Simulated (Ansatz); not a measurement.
TiTe2:

```
Ti Te
1.0
     3.02557    0.00000    0.00000
     0.00000    3.02557    0.00000
     0.00000    0.00000    9.30163
Ti Te
1 2
Direct
  0.00000 0.00000 0.00000
  0.00000 0.00000 0.29431
  0.00000 0.00000 0.70569
```

The cell was built by a generator and needn't be a form met in nature.

Base run:

```yaml
Program: Ansatz 0.2.0
Functional: LDA
Potentials_or_basis: Ansatz PAW
Cutoff: "420 eV (not typed: the program's choice for these potentials)"
k_mesh: 9 × 9 × 3
Occupations: fermi-dirac, width 0.05 eV
Spin: no spin polarisation
Hubbard_terms: Ti d U = 6 eV
```

Its results: band gap on the k mesh none (metal or under the smearing width); pressure 6.2 GPa; largest force 0.565 eV/Å.

Q: After a change of settings the same cell gave: band gap on the k mesh none (metal or under the smearing width); pressure 3.4 GPa; largest force 0.176 eV/Å. Which change was it?
A. hubbard terms from Ti d U = 6 eV to Ti d U = 4 eV
B. hubbard terms from Ti d U = 6 eV to none; hubbard projectors from ortho-atomic (the default) to none
C. hubbard terms from Ti d U = 6 eV to Ti d U = 3 eV

A: A.

Caveats: U without spin polarisation on a metal has little footing; the PAW data sets come from PBE, with cores solved anew for the run's functional, which leaves a small shift of forces and pressure; the U is typed as a test and isn't derived for this compound.
